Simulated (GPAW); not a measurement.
Au: band structure with PBE

The system is Au.

```
Au
1.0
     0.00000    2.03500    2.03500
     2.03500    0.00000    2.03500
     2.03500    2.03500    0.00000
Au
1
Direct
  0.00000 0.00000 0.00000
```

```yaml
Program: GPAW 26.7.0
Task: band structure
Functional: PBE
Potentials_or_basis: GPAW PAW data sets (gpaw-data 1.2.1)
Basis: lcao:dzp
Grid_spacing: 0.2 Å
k_mesh: 11 × 11 × 11
Occupations: fermi-dirac, width 0.05 eV
Spin: no spin polarisation
Maxiter: 150
Band_path: GXWKGLUWLK,UX
Band_points: 60
```

```
Band gap along the path : none (metal or under the smearing width)
```

Levels at the corners of the path, in eV from the Fermi level:
```csv
point,band 2,band 3,band 4,band 5,band 6,band 7
Γ,-5.08,-5.08,-5.08,-3.54,-3.54,27.93
X,-7.17,-2.36,-1.98,-1.98,5.62,5.63
W,-5.49,-5.49,-3.68,-1.97,4.73,8.53
K,-6.19,-4.14,-3.23,-2.43,4.28,5.43
Γ,-5.08,-5.08,-5.08,-3.54,-3.54,27.93
L,-5.12,-5.12,-2.31,-2.31,2.84,4.18
U,-6.19,-4.14,-3.23,-2.43,4.28,5.43
W,-5.49,-5.49,-3.68,-1.97,4.73,8.53
L,-5.12,-5.12,-2.31,-2.31,2.84,4.18
K,-6.19,-4.14,-3.23,-2.43,4.28,5.43
U,-6.19,-4.14,-3.23,-2.43,4.28,5.43
X,-7.17,-2.36,-1.98,-1.98,5.62,5.63
```

Run time: 30 s on 1 thread of Arm Neoverse V1 (shared host), peak memory 0.14 GiB.

Caveat: spin-orbit coupling is left out, which moves the levels of the heavy elements; the basis of atomic orbitals isn't converged, which shifts pressures, moduli and gaps.
